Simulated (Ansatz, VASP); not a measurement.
# One calculation of TaN, two programs

Contents of INCAR:

```
PREC = Accurate
ENCUT = 520
EDIFF = 1E-6
ISMEAR = 0
SIGMA = 0.15
LREAL = F
LASPH = T
NELM = 80
ALGO = Normal
ISIF = 2
LWAVE = F
LCHARG = T
LELF = T
LVHAR = T
NBANDS = 15
```

KPOINTS

```
Automatic mesh
0
Gamma
  18 18 18
```

The input POSCAR:

```
TaN
1.0
    0.0000000000      2.1742693740      2.1742693740
    2.1742693740      0.0000000000      2.1742693740
    2.1742693740      2.1742693740      0.0000000000
Ta N
1 1
Direct
    0.5000000000      0.5000000000      0.5000000000
    0.0000000000      0.0000000000      0.0000000000
```

Input for Ansatz:

```yaml
crystal:
  lattice:
    - [0.0, 2.174269374, 2.174269374]
    - [2.174269374, 0.0, 2.174269374]
    - [2.174269374, 2.174269374, 0.0]
  atoms:
    - { symbol: Ta, position: [0.5, 0.5, 0.5] }
    - { symbol: "N", position: [0.0, 0.0, 0.0] }
basis:
  ecutwfc: 520.0
kpoints:
  mp_grid: { grid: [18, 18, 18] }
hamiltonian:
  xc: lda
scf:
  occupations: { method: gaussian, width: 0.15 }
output:
  forces: true
  stress: true
  eigenvalues: true
  write_density: true
  write_potential: true
  elf: true
  volumetric_format: npy
```

Alike in both runs: task single point; functional LDA; k mesh 18 × 18 × 18; occupations gaussian, width 0.15 eV; no spin polarisation.

|  | VASP | Ansatz |
| --- | --- | --- |
| version | VASP 6.6.1 | Ansatz 0.2.0 |
| potentials or method | VASP PAW LDA potentials, release 64 (Ta_pv, N) | scalar-relativistic, plane waves, PAW |
| plane-wave cutoff (eV) | 520 | 520 |
| valence electrons in the cell | 16 | 18 |

Ansatz gave:

* gap on the k mesh at the Fermi level (eV): none
* pressure (GPa): -0.1

Question: Which values does VASP return?

Answer: gap on the k mesh at the Fermi level (eV): none; pressure (GPa): 2.0.

A gap of «none» marks a metal or a gap that the smearing closes. The two sets of potentials don't hold the same shells in valence.

The runs have no spin-orbit coupling, so splittings on Ta are missing.
